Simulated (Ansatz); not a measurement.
The system is KI.

```
I K
1.0
     0.00000    3.53277    3.53277
     3.53277    0.00000    3.53277
     3.53277    3.53277    0.00000
I K
1 1
Direct
  0.50000 0.50000 0.50000
  0.00000 0.00000 0.00000
```

Base run:

| Quantity | Value |
| --- | --- |
| Program | Ansatz 0.2.0 |
| Functional | r2SCAN |
| Potentials or basis | Ansatz PAW |
| Cutoff | 500 eV (not typed: the program's choice for these potentials) |
| k mesh | 7 × 7 × 7 |
| Occupations | fermi-dirac, width 0.05 eV |
| Spin | no spin polarisation |

Its results: band gap on the k mesh 4.61 eV, direct; pressure 0.1 GPa.

Question: After a change of settings the same cell gave: band gap on the k mesh 3.97 eV, direct; pressure 0.6 GPa. Which change was it?
A. functional from r2SCAN to PBEsol; cutoff from 500 eV (not typed: the program's choice for these potentials) to 420 eV (not typed: the program's choice for these potentials)
B. functional from r2SCAN to LDA; cutoff from 500 eV (not typed: the program's choice for these potentials) to 420 eV (not typed: the program's choice for these potentials)
C. functional from r2SCAN to PBE; cutoff from 500 eV (not typed: the program's choice for these potentials) to 420 eV (not typed: the program's choice for these potentials)

Answer: C.

r2SCAN gives the wider gap, since meta-GGAs in the generalised Kohn-Sham scheme recover part of the derivative discontinuity.

Caveats: spin-orbit coupling is left out, which moves the levels of the heavy elements; the PAW data sets come from PBE, with cores solved anew for the run's functional, which leaves a small shift of forces and pressure (some runs).
